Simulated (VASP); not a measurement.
Set up this calculation in VASP 6.6.1, as the native input.

| Item | Value |
| --- | --- |
| Task | relaxation of cell and atoms |
| Functional | r2SCAN |
| Potentials or basis | VASP PAW PBE potentials, release 64 (Si) |
| Cutoff | 600 eV |
| k mesh | 16 × 16 × 16 |
| Occupations | methfessel-paxton, width 0.1 eV |
| Spin | no spin polarisation |
| Further INCAR settings | ALGO = Normal; EDIFF = 1e-07; IBRION = 2; EDIFFG = -0.005; NSW = 90; ISIF = 3 |

The structure of Si lies in POSCAR:

```
Si                                      
1.0
   -0.0000000000      1.9055396442      1.9055396442
    1.9055396442     -0.0000000000      1.9055396442
    1.9055396442      1.9055396442      0.0000000000
  Si            
     1
Direct
     0.0000000000000000    0.0000000000000000    0.0000000000000000
```

This isn't the form of Si at room conditions, which is diamond.

One way to write it, as run:

INCAR

```
PREC = Accurate ; ENCUT = 600
EDIFF = 1E-7 ; ISMEAR = 1
SIGMA = 0.1 ; LREAL = F
LASPH = T ; NELM = 80
ALGO = Normal ; ISIF = 3
LWAVE = F ; LCHARG = F
METAGGA = R2SCAN ; LMIXTAU = T
IBRION = 2 ; NSW = 90
EDIFFG = -0.005
```

KPOINTS

```
Automatic mesh
0
Gamma
  16 16 16
```

Potentials or basis: VASP PAW PBE potentials, release 64 (Si).

Run with:

```sh
$ cat potpaw_PBE.64/Si/POTCAR > POTCAR
$ mpirun -np 1 vasp_std > vasp.out
```

It gave:

```json
{
  "Pressure after relaxing": "0.0 GPa",
  "Band gap on the k mesh": "none (metal or under the smearing width)"
}
```

Caveat: the relaxation stopped at its first step, so nothing moved; the PAW data sets were made with another functional, which shifts forces and pressure a little.

It took 55 s on 1 thread of Intel(R) Xeon(R) Platinum 8488C (Sapphire Rapids), with other jobs on the host, peak memory 0.14 GiB.
